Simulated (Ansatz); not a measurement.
**Axial (c/a) deformation path in TiSi$_{2}$**

Computed with DFT PBEsol, scalar-relativistic, plane waves, PAW in Ansatz 0.2.0. Settings: plane waves to 420 eV, k-mesh 16×16×16 (Γ-centred), Gaussian smearing 0.15 eV. No spin polarisation. Energies are free energies at this smearing, counted from the undisturbed cell; pressure is positive in compression.

Reference structure (relaxed at this level; this form isn't the usual structure):

```
Ti Si
1.0
     1.75852   -6.67412    0.00000
     1.75852    6.67412    0.00000
     0.00000    0.00000    3.55562
Ti Si
2 4
Direct
  0.89752 0.10248 0.75000
  0.10248 0.89752 0.25000
  0.55999 0.44001 0.75000
  0.44001 0.55999 0.25000
  0.24972 0.75028 0.75000
  0.75028 0.24972 0.25000
```

At fixed volume and fractional coordinates, lengths along (0.000, 0.000, 1.000) are scaled against those across it; ρ is that ratio over its starting value. The cell is metallic on the mesh throughout.

| ρ | ΔE (meV/atom) |
| --- | --- |
| 0.850 | 150.6 |
| 0.920 | 42.0 |
| 0.960 | 10.4 |
| 1.000 | 0.0 |
| 1.100 | 55.5 |
| 1.200 | 192.6 |

Cost: 6 runs of about 5.1 core-minutes in all, on Intel Xeon Platinum 8488C (Sapphire Rapids) (shared hosts).